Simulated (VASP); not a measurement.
# Ni (P6/mmm) in VASP: a series of runs

The runs below take Ni through single point, with revPBE.

Everything below comes from runs of VASP 6.6.1. Logs are shortened: lines on timing, memory, paths and dates and some standing lists are left out, and cuts for length are marked.

**1. The structure**

Symmetry: P6/mmm, No. 191, hexagonal system. The conventional cell has a = 4.021 Å, b = 4.021 Å, c = 2.420 Å, α = 90.00°, β = 90.00°, γ = 120.00°. Ni (site symmetry 6/mmm) is surrounded by 14 Ni at 2.42 to 2.62 Å. Around Ni (site symmetry -6m2) lie 11 Ni at 2.32 to 2.62 Å.

This isn't the form of Ni at room conditions, which is fcc.

**2. Single point, revPBE**

Contents of INCAR:

```
  PREC = Accurate
  ENCUT = 520
  EDIFF = 1E-7
  ISMEAR = -1
  SIGMA = 0.1
  LREAL = F
  LASPH = T
  NELM = 80
  ALGO = Fast
  ISIF = 2
  LWAVE = F
  LCHARG = T
  GGA = RE
  LELF = T
  LVHAR = T
  NBANDS = 22
```

Contents of KPOINTS:

```
Automatic mesh
0
Gamma
  12 12 17
```

Contents of POSCAR:

```
Ni
1.0
    4.0211115337      0.0000000000      0.0000000000
   -2.0105557668      3.4823847396      0.0000000000
    0.0000000000      0.0000000000      2.4201954129
Ni
3
Direct
    0.0000000000      1.0000000000      0.0000000000
    0.3333333333      0.6666666667      0.5000000000
    0.6666666667      0.3333333333      0.5000000000
```

Potentials or basis: VASP PAW PBE potentials, release 64 (Ni).

Run with:

```
$ cat potpaw_PBE.64/Ni/POTCAR > POTCAR
$ mpirun -np 1 vasp_std > vasp.out
```

OUTCAR:

```text
PREC = Accurate
   ENCUT = 520
   EDIFF = 1E-7
   ISMEAR = -1
   LREAL = F
   LASPH = T
   NELM = 80
   ISIF = 2
   GGA = RE

 ion  position               nearest neighbor table
   1  0.000  0.000  0.000-   2 2.62   3 2.62   2 2.62   3 2.62   2 2.62   2 2.62   3 2.62   3 2.62
                             3 2.62   3 2.62   2 2.62   2 2.62
   2  0.333  0.667  0.500-   3 2.32   3 2.32   3 2.32   1 2.62   1 2.62   1 2.62   1 2.62   1 2.62
                             1 2.62
   3  0.667  0.333  0.500-   2 2.32   2 2.32   2 2.32   1 2.62   1 2.62   1 2.62   1 2.62   1 2.62
                             1 2.62

  LATTYP: Found a hexagonal cell.
 ALAT       =     4.0211115337
 C/A-ratio  =     0.6018722417

  Lattice vectors:

 A1 = (   4.0211115337,   0.0000000000,   0.0000000000)
 A2 = (  -2.0105557668,   3.4823847396,   0.0000000000)
 A3 = (   0.0000000000,   0.0000000000,   2.4201954129)

Analysis of symmetry for initial positions (statically):
=====================================================================
 Subroutine PRICEL returns:
 Original cell was already a primitive cell.

 Routine SETGRP: Setting up the symmetry group for a
 hexagonal supercell.

 Subroutine GETGRP returns: Found 24 space group operations
 (whereof 24 operations were pure point group operations)
 out of a pool of 24 trial point group operations.

The static configuration has the point symmetry D_6h.

Analysis of symmetry for dynamics (positions and initial velocities):
=====================================================================
 Subroutine PRICEL returns:
 Original cell was already a primitive cell.

 Routine SETGRP: Setting up the symmetry group for a
 hexagonal supercell.

 Subroutine GETGRP returns: Found 24 space group operations
 (whereof 24 operations were pure point group operations)
 out of a pool of 24 trial point group operations.

The dynamic configuration has the point symmetry D_6h.

 Subroutine INISYM returns: Found 24 space group operations
 (whereof 24 operations are pure point group operations),
 and found     1 'primitive' translations

----------------------------------------------------------------------------------------

                                     Primitive cell

  volume of cell :      33.8901

  direct lattice vectors                    reciprocal lattice vectors
[... 87 lines left out ...]
   ENCUT  =  520.0 eV  38.22 Ry    6.18 a.u.   7.48  7.48  4.50*2*pi/ulx,y,z
   NELM   =     80;   NELMIN=  2; NELMDL= -5     # of ELM steps
   EDIFF  = 0.1E-06   stopping-criterion for ELM
   LREAL  =      F    real-space projection
   EDIFFG = 0.1E-05   stopping-criterion for IOM
   NSW    =      0    number of steps for IOM
   IBRION =     -1    ionic relax: 0-MD 1-quasi-New 2-CG
   NFREE  =      0    steps in history (QN), initial steepest desc. (CG)
   ISIF   =      2    stress and relaxation
   ISYM   =      2    0-nonsym 1-usesym 2-fastsym
   POTIM  = 0.5000    time-step for ionic-motion
   TEBEG  =    0.0;   TEEND  =   0.0 temperature during run
   PSTRESS=    0.0 pullay stress
   NELECT =      30.0000    total number of electrons
   NUPDOWN=      -1.0000    fix difference up-down
   EMIN   =  10.00;   EMAX   =-10.00  energy-range for DOS
   EFERMI =   0.00;   METHOD = LEGACY
   ISMEAR =    -1;   SIGMA  =   0.10  broadening in eV -4-tet -1-fermi 0-gaus
   EFERMI_NEDOS =   21; number of points for ismear=-14 and -15
   IALGO  =     68    algorithm
   IMIX   =      4    mixing-type and parameters
     AMIX     =   0.40;   BMIX     =  1.00
     AMIX_MAG =   1.60;   BMIX_MAG =  1.00
  volume/ion in A,a.u.               =      11.30        76.23
  Fermi-wavevector in a.u.,A,eV,Ry     =   1.571897  2.970455 33.618103  2.470861
  Thomas-Fermi vector in A             =   2.673412
   LORBIT       =      0    0 simple, 1 ext, 2 COOP (PROOUT), +10 PAW based schemes
   GGA     = RE    functional components
   LHFCALC =     F    Hartree Fock is set to
   AEXX    =    0.0000 exact exchange contribution
   IVDW    =     0    specifies the selected vdW correction
   LEPSILON=     F    determine dielectric tensor
   LRPA    =     F    only Hartree local field effects (RPA)
 non-spin polarized calculation
 RMM-DIIS sequential band-by-band and
  energy-cutoff  :      520.00
  volume of cell :       33.89
 maximum number of plane-waves:       933
 NGX is ok and might be reduce to    30
   NGX = 15   NGY = 15   NGZ =  9

 number of electron      29.9999982 magnetization

 Free energy of the ion-electron system (eV)
  ---------------------------------------------------
  ext. energy  EPLUGINS =         0.00000000
  ---------------------------------------------------
  free energy    TOTEN  =       -14.84541170 eV

  energy without entropy =      -14.58115133  energy(sigma->0) =      -14.71328152

 E-fermi :   8.8114     XC(G=0): -12.9326

 val. band max:        8.8112274419   @ k =   0.3333   0.3333   0.4118
 cond. band min:       8.8129693340   @ k =   0.4167   0.0833   0.0588
 fundamental gap:      0.0017418921
 Fermi energy:         8.8114064035

 k-point     1 :       0.0000    0.0000    0.0000
  band No.  band energies     occupation
      1       0.2100      2.00000
      2       5.1587      2.00000
      3       6.2200      2.00000
      4       6.2200      2.00000
      5       6.2425      2.00000
      6       6.2425      2.00000
[... 589 lines left out ...]
     21      21.3877      0.00000
     22      24.4709      0.00000

 [... further k-points ...]

------------------------ aborting loop because EDIFF is reached ----------------------------------------

  FORCE on cell =-STRESS in cart. coord.  units (eV):
  Direction    XX          YY          ZZ          XY          YZ          ZX
  --------------------------------------------------------------------------------------
  -------------------------------------------------------------------------------------
  Total        0.0396962      0.0396962     -0.0001327      0.0000000     -0.0000000     -0.0000000
  in kB        1.8766606      1.8766606     -0.0062729      0.0000000     -0.0000000     -0.0000000
  external PRESSURE =       1.2490161 kB  Pullay stress =       0.0000000 kB

 VOLUME and BASIS-vectors are now :
 -----------------------------------------------------------------------------
  energy-cutoff  :      520.00
  volume of cell :       33.89
      direct lattice vectors                 reciprocal lattice vectors
     4.021111534  0.000000000  0.000000000     0.248687457  0.143579770  0.000000000
    -2.010555767  3.482384740  0.000000000     0.000000000  0.287159540  0.000000000
     0.000000000  0.000000000  2.420195413     0.000000000  0.000000000  0.413189776

 POSITION                                       TOTAL-FORCE (eV/Angst)
 -----------------------------------------------------------------------------------
      0.00000      0.00000      0.00000        -0.000000      0.000000      0.000000
     -0.00000      2.32159      1.21010        -0.000000      0.000000     -0.000000
      2.01056      1.16079      1.21010         0.000000     -0.000000      0.000000
 -----------------------------------------------------------------------------------
    total drift:                               -0.000000      0.000000      0.000000

  FREE ENERGIE OF THE ION-ELECTRON SYSTEM (eV)
  ---------------------------------------------------
  free  energy   TOTEN  =       -14.8454117007 eV

  energy  without entropy=      -14.5811513322  energy(sigma->0) =      -14.71328152
```

OSZICAR:

```text
N       E                     dE             d eps       ncg     rms          rms(c)
DAV:   1     0.169848363707E+03    0.16985E+03   -0.13748E+04  7812   0.193E+03
DAV:   2    -0.101394385990E+02   -0.17999E+03   -0.17062E+03  7548   0.317E+02
DAV:   3    -0.175266760083E+02   -0.73872E+01   -0.70713E+01  8202   0.899E+01
DAV:   4    -0.176231098796E+02   -0.96434E-01   -0.96379E-01  9680   0.928E+00
DAV:   5    -0.176257015255E+02   -0.25916E-02   -0.25916E-02  8722   0.134E+00    0.157E+01
RMM:   6    -0.159878076506E+02    0.16379E+01   -0.19925E+01  8212   0.560E+01    0.123E+01
RMM:   7    -0.172234834375E+02   -0.12357E+01   -0.37804E+00  7803   0.242E+01    0.212E+01
RMM:   8    -0.149068184727E+02    0.23167E+01   -0.91975E-01  7996   0.120E+01    0.310E+00
RMM:   9    -0.148498750175E+02    0.56943E-01   -0.43929E-02  8726   0.232E+00    0.921E-01
RMM:  10    -0.148462154282E+02    0.36596E-02   -0.87043E-03  8973   0.103E+00    0.410E-01
RMM:  11    -0.148453363371E+02    0.87909E-03   -0.21660E-03  9125   0.434E-01    0.101E-01
RMM:  12    -0.148453972071E+02   -0.60870E-04   -0.51664E-04  9694   0.198E-01    0.406E-02
RMM:  13    -0.148454068380E+02   -0.96310E-05   -0.13970E-04 10256   0.871E-02    0.139E-02
RMM:  14    -0.148454107494E+02   -0.39114E-05   -0.30743E-05  9562   0.428E-02    0.609E-03
RMM:  15    -0.148454114195E+02   -0.67014E-06   -0.65024E-06 10941   0.173E-02    0.250E-03
RMM:  16    -0.148454116011E+02   -0.18160E-06   -0.57006E-07  6661   0.525E-03    0.115E-03
RMM:  17    -0.148454117007E+02   -0.99581E-07   -0.91758E-08  4575   0.252E-03
   1 F= -.14845412E+02 E0= -.14713282E+02  d E =-.264260E+00
```

stdout:

```text
POSCAR found type information on POSCAR Ni
 POSCAR found :  1 types and       3 ions
 scaLAPACK will be used
 -----------------------------------------------------------------------------
|                                                                             |
|                                                                             |
|     You enforced a specific xc type in the INCAR file but a different       |
|     I HOPE YOU KNOW WHAT YOU ARE DOING!                                     |
|                                                                             |
 -----------------------------------------------------------------------------

 LDA part: xc-table for (Slater+PW92), standard interpolation
 POSCAR, INCAR and KPOINTS ok, starting setup
 FFT: planning ... GRIDC
 FFT: planning ... GRID_SOFT
 FFT: planning ... GRID
 WAVECAR not read
 entering main loop
WARNING in EDDRMM: call to ZHEGV failed, returncode =   8  4     22
 num prob RMM:  17    -0.148454117007E+02   -0.99581E-07   -0.91758E-08  4575   0.252E-03
```

It took 2.3 min on 1 thread of Intel Xeon Platinum 8559C (Emerald Rapids), shared host; peak memory 0.21 GiB.

Results:

* Free energy: -14.8454 eV
* Pressure: 0.1 GPa
* Band gap on the k mesh: none (metal or under the smearing width)

Caveat: the PAW data sets were made with another functional, which shifts forces and pressure a little; the run has no spin polarisation, though such a crystal can be magnetic. Spin polarisation is off, so any magnetic state and its effect on volume and gap are missing.

**3. Single point, revPBE**

This run uses another cell than the first one, of 12.65 Å³/atom, 1.120 times its volume.

Contents of INCAR:

```
SYSTEM = Ni
PREC = Accurate ; ENCUT = 520
EDIFF = 1E-7 ; ISMEAR = -1
SIGMA = 0.1 ; LREAL = .False.
LASPH = .True. ; NELM = 100
ALGO = Fast ; ISIF = 2
LWAVE = .False. ; LCHARG = .False.
GGA = RE ; NBANDS = 22
```

Contents of KPOINTS:

```
regular mesh
0
Gamma
  12 12 17
  0 0 0
```

Contents of POSCAR:

```
Ni
1.0
    4.1759195843      0.0000000000      0.0000000000
   -2.0879597921      3.6164524442      0.0000000000
    0.0000000000      0.0000000000      2.5133700813
Ni
3
Direct
    0.0000000000      1.0000000000      0.0000000000
    0.3333333333      0.6666666667      0.5000000000
    0.6666666667      0.3333333333      0.5000000000
```

Potentials or basis: VASP PAW PBE potentials, release 64 (Ni).

Run with:

```
$ cat potpaw_PBE.64/Ni/POTCAR > POTCAR
$ mpirun -np 1 vasp_std > vasp.out
```

Run time: 2 min. Hardware: 1 thread of Intel Xeon Platinum 8559C (Emerald Rapids), shared host; peak memory 0.22 GiB.

Results (log left out):

```yaml
Free_energy: -14.6348 eV
Pressure: -14.9 GPa
Band_gap_on_the_k_mesh: none (metal or under the smearing width)
```

Stress tensor (GPa, compression positive):
```
-15.06   0.00   0.00
  0.00 -15.06   0.00
  0.00   0.00 -14.59
```

Levels at points of the mesh, in eV from the Fermi level:
| k point | band 13 | band 14 | band 15 | band 16 | band 17 | band 18 | band 19 | band 20 |
| --- | --- | --- | --- | --- | --- | --- | --- | --- |
| (0.00, 0.00, 0.00) | -0.80 | -0.80 | 0.03 | 0.03 | 5.70 | 5.70 | 5.70 | 5.70 |
| (0.50, 0.00, 0.00) | -0.21 | -0.20 | -0.18 | -0.11 | 0.06 | 0.42 | 5.53 | 14.37 |

Caveat: the PAW data sets were made with another functional, which shifts forces and pressure a little; the run has no spin polarisation, though such a crystal can be magnetic. Spin polarisation is off, so any magnetic state and its effect on volume and gap are missing.

**4. Single point, revPBE**

This run uses another cell than the first one, of 12.20 Å³/atom, 1.080 times its volume.

Contents of INCAR:

```
SYSTEM = Ni
PREC = Accurate
ENCUT = 520
EDIFF = 1E-6
ISMEAR = -1
SIGMA = 0.1
LREAL = .FALSE.
LASPH = .TRUE.
NELM = 100
ALGO = Fast
ISIF = 2
LWAVE = .FALSE.
LCHARG = .FALSE.
GGA = RE
NBANDS = 22
```

Contents of KPOINTS:

```
regular mesh
0
G
  12 12 17
  0 0 0
```

Contents of POSCAR:

```
Ni
1.0
    4.1256024009      0.0000000000      0.0000000000
   -2.0628012004      3.5728764851      0.0000000000
    0.0000000000      0.0000000000      2.4830855654
Ni
3
Direct
    0.0000000000      1.0000000000      0.0000000000
    0.3333333333      0.6666666667      0.5000000000
    0.6666666667      0.3333333333      0.5000000000
```

Run with:

```
$ cat potpaw_PBE.64/Ni/POTCAR > POTCAR
$ mpirun -np 1 vasp_std > vasp.out
```

Run time: 85 s. Hardware: 1 thread of Intel Xeon Platinum 8559C (Emerald Rapids), shared host; peak memory 0.22 GiB.

The run converged. Its results:

* Free energy: -14.7454 eV
* Pressure: -11.0 GPa
* Band gap on the k mesh: none (metal or under the smearing width)

Stress tensor (GPa, compression positive):
```
-11.06   0.00   0.00
  0.00 -11.06   0.00
  0.00   0.00 -10.78
```

Levels at points of the mesh, in eV from the Fermi level:
```tsv
k point	band 13	band 14	band 15	band 16	band 17	band 18	band 19	band 20
(0.00, 0.00, 0.00)	-0.84	-0.84	0.04	0.04	5.84	5.84	5.84	5.84
(0.50, 0.00, 0.00)	-0.22	-0.20	-0.18	-0.11	0.07	0.36	5.76	14.69
```

Caveat: the PAW data sets were made with another functional, which shifts forces and pressure a little; the run has no spin polarisation, though such a crystal can be magnetic. Spin polarisation is off, so any magnetic state and its effect on volume and gap are missing.

**5. The runs side by side**

| cell | further INCAR settings | gap on the mesh (eV) | pressure (GPa) |
| --- | --- | --- | --- |
| P6/mmm, 11.3 Å³/atom | ALGO = Fast; EDIFF = 1e-07; NBANDS = 22 | none | 0.1 |
| P6/mmm, 12.65 Å³/atom | ALGO = Fast; EDIFF = 1e-07; NBANDS = 22 | none | -14.9 |
| P6/mmm, 12.2 Å³/atom | ALGO = Fast; EDIFF = 1e-06; NBANDS = 22 | none | -11.0 |

Alike in all rows: task single point; level revPBE; potentials or basis VASP PAW PBE potentials, release 64 (Ni); no spin polarisation; k mesh 12 × 12 × 17; cutoff (eV) 520; smearing fermi-dirac 0.1 eV.

Every run on the cell as given and a fine mesh finds a metal.

Caveats: the PAW data sets were made with another functional, which shifts forces and pressure a little; the run has no spin polarisation, though such a crystal can be magnetic.

Total energies depend on the potentials used, so only differences within one code and one set of settings carry meaning.
